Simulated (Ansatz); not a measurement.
SiNi₂: do energies and stresses tell the same story?

Method: DFT PBEsol, scalar-relativistic, plane waves, PAW in Ansatz.

Settings: cutoff 420 eV, Γ-centred mesh 12×12×8 on the computed 6-atom cell, Gaussian smearing of 0.10 eV; no spin polarisation.

Relaxed cell: P6_3/mmc, a = 3.868 Å, b = 3.868 Å, c = 4.917 Å, α = 90.00°, β = 90.00°, γ = 120.00°, 6 atoms in the primitive cell. Whether it is the stable form of this composition wasn't checked.

Energies at zero smearing and pressures from the stress tensor, at volumes with shape and atoms relaxed:
```
V (Å³/atom) E − E(first) (meV/atom) P (GPa)
      9.346                     0.00    38.81
      9.665                   -64.54    26.50
      9.984                  -106.57    16.12
     10.302                  -129.63     7.37
     10.621                  -136.68    -0.01
     10.939                  -130.23    -6.23
     11.258                  -112.42   -11.47
     11.683                   -74.08   -17.16
```

Question: Check P = −dE/dV between neighbouring volumes, and get the bulk modulus from the pressures alone.

Answer: With 1 eV/Å³ = 160.2 GPa:
| middle V (Å³/atom) | −ΔE/ΔV (GPa) | mean P (GPa) |
| --- | --- | --- |
| 9.506 | 32.452 | 32.652 |
| 9.824 | 21.136 | 21.307 |
| 10.143 | 11.593 | 11.743 |
| 10.461 | 3.546 | 3.677 |
| 10.780 | -3.242 | -3.124 |
| 11.099 | -8.957 | -8.851 |
| 11.470 | -14.457 | -14.313 |

The two differ by 0.20 GPa at most. The mean of two end pressures misses the average over a step by about ΔV² P″/12, up to 0.17 GPa here; with that taken off 0.03 GPa remains. The stress is the derivative of the free energy, not of the energy at zero smearing, and with free energies 0.00 GPa remains. Around V = 10.621 Å³/atom, the two neighbours give B = −V ΔP/ΔV = 10.621 × 13.60 / 0.637 = 226.7 GPa, against B0 = 225.5 GPa from the Birch–Murnaghan fit of the energies.

A ferromagnetic start lost its moments in a first run, so spin was left out; other magnetic orders weren't tried.